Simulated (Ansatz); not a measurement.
Runs of Ansatz 0.2.0 on Hf. Symmetry: P6_3/mmc, No. 194, hexagonal system. The conventional cell has a = 3.197 Å, b = 3.197 Å, c = 5.058 Å, α = 90.00°, β = 90.00°, γ = 120.00°. Hf (site symmetry -6m2) is surrounded by 12 Hf at 3.13 to 3.20 Å. 

| level | cutoff (eV) | gap on the mesh (eV) | pressure (GPa) |
| --- | --- | --- | --- |
| revPBE | 420 | none | 2.7 |
| BLYP | 420 | none | (b) |
| r2SCAN | 500 | none | (a) |
| PBEsol | 420 | none | -3.9 |
| RPBE | 420 | none | 3.5 |
| LDA | 420 | none | -7.8 |

Alike in all rows: task band structure; potentials or basis Ansatz PAW; no spin polarisation; cell as given; k mesh 10 × 10 × 5; smearing fermi-dirac 0.05 eV.

Estimate the missing entries.

(a) -0.3; (b) 3.4.

Caveats: spin-orbit coupling is left out, which moves the levels of the heavy elements; the PAW data sets come from PBE, with cores solved anew for the run's functional, which leaves a small shift of forces and pressure.

A k mesh can miss the band edges, and the runs leave out spin-orbit coupling on Hf.

A gap of «none» marks a metal or a gap under the smearing width.

Runs at the PBE level aren't shown here.
